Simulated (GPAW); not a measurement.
A run of GPAW 26.7.0 is set up as follows.

run.py

```python
import numpy as np
from ase.dft.bandgap import bandgap
from ase.io import read, write
from ase.units import GPa
from gpaw import GPAW, PW, setup_paths
from gpaw.spinorbit import soc_eigenstates

setup_paths.insert(0, '.')

atoms = read('Sn.cif')

calc = GPAW(mode=PW(600),
            xc='GGA_X_PBEINT+GGA_C_PBEINT',
            kpts={'size': (6, 6, 6), 'gamma': True},
            occupations={'name': 'fermi-dirac', 'width': 0.05},
            nbands=24,
            convergence={'density': 1e-05, 'energy': 1e-05},
            maxiter=150,
            txt='gpaw.txt')
atoms.calc = calc
energy = atoms.get_potential_energy()
forces = atoms.get_forces()
stress = atoms.get_stress()
calc.write('gs.gpw')
write('result.traj', atoms)
print(f'Energy: {energy:.6f} eV')
print('Forces (eV/A):')
print(forces.round(4))
print('Stress (GPa):', (stress / GPa).round(3))
print('Fermi level:', round(calc.get_fermi_level(), 4), 'eV')
print(f'Gap: {bandgap(calc)[0]:.4f} eV, direct: {bandgap(calc, direct=True)[0]:.4f} eV')

path = atoms.cell.bandpath('GXWKGLUWLK,UX', npoints=100, eps=1e-4)
bs_calc = calc.fixed_density(kpts=path, symmetry='off', nbands=38,
                             convergence={'bands': 'CBM+6.0', 'eigenstates': 1e-6}, txt='bands.txt')
bs = bs_calc.band_structure()
bs.write('bs.json')
print(f'Gap on the path: {bandgap(bs_calc)[0]:.4f} eV')

soc = soc_eigenstates(bs_calc, theta=54.7, phi=45)
np.savetxt('soc_bands.dat', soc.eigenvalues(), fmt='%.4f')
mesh = soc_eigenstates('gs.gpw', theta=54.7, phi=45)
np.savetxt('soc_mesh.dat', mesh.eigenvalues(), fmt='%.4f')
print('Fermi level with spin-orbit coupling:', round(mesh.fermi_level, 4), 'eV')
```

Contents of Sn.cif:

```cif
data_Sn
_cell_length_a 4.57263724
_cell_length_b 4.57263724
_cell_length_c 4.57263724
_cell_angle_alpha 60.00000000
_cell_angle_beta 60.00000000
_cell_angle_gamma 60.00000000
_space_group_name_H-M_alt 'P1'
_space_group_name_Hall 'P 1'
_space_group_IT_number 1
loop_
_space_group_symop_operation_xyz
'x,y,z'
loop_
_atom_site_label
_atom_site_type_symbol
_atom_site_symmetry_multiplicity
_atom_site_Wyckoff_symbol
_atom_site_fract_x
_atom_site_fract_y
_atom_site_fract_z
_atom_site_occupancy
Sn1 Sn 1 a 0.7500000000 0.7500000000 0.7500000000 1
Sn2 Sn 1 a 0.5000000000 0.5000000000 0.5000000000 1
```

Potentials or basis: PAW data sets generated in the run's folder for this functional, pw.

Launch:

```bash
$ gpaw-setup -f GGA_X_PBEINT+GGA_C_PBEINT Sn
$ OMP_NUM_THREADS=1 python run.py
```

Q: Estimate the pressure.

A: 2.0 GPa.

Q: Predict the band gap along the path.

A: None (metal or under the smearing width).

Levels at the corners of the path, in eV from the Fermi level:
```csv
point,band 26,band 27,band 28,band 29,band 30,band 31
Γ,-0.40,0.35,0.35,0.35,0.35,1.81
X,-2.51,-2.51,-2.51,0.80,0.80,0.80
W,-3.19,-3.00,-3.00,3.27,3.27,3.62
K,-3.44,-2.13,-2.13,1.08,1.08,3.37
Γ,-0.40,0.35,0.35,0.35,0.35,1.81
L,-1.37,-0.90,-0.90,0.02,0.02,3.11
U,-3.44,-2.13,-2.13,1.08,1.08,3.37
W,-3.19,-3.00,-3.00,3.27,3.27,3.62
L,-1.37,-0.90,-0.90,0.02,0.02,3.11
K,-3.44,-2.13,-2.13,1.08,1.08,3.37
U,-3.44,-2.13,-2.13,1.08,1.08,3.37
X,-2.51,-2.51,-2.51,0.80,0.80,0.80
```

Caveat: spin-orbit coupling was added after a scalar SCF, so levels and gaps hold it while energy, forces, pressure and moments don't; this program's spin-orbit splittings come out too wide for heavy elements.
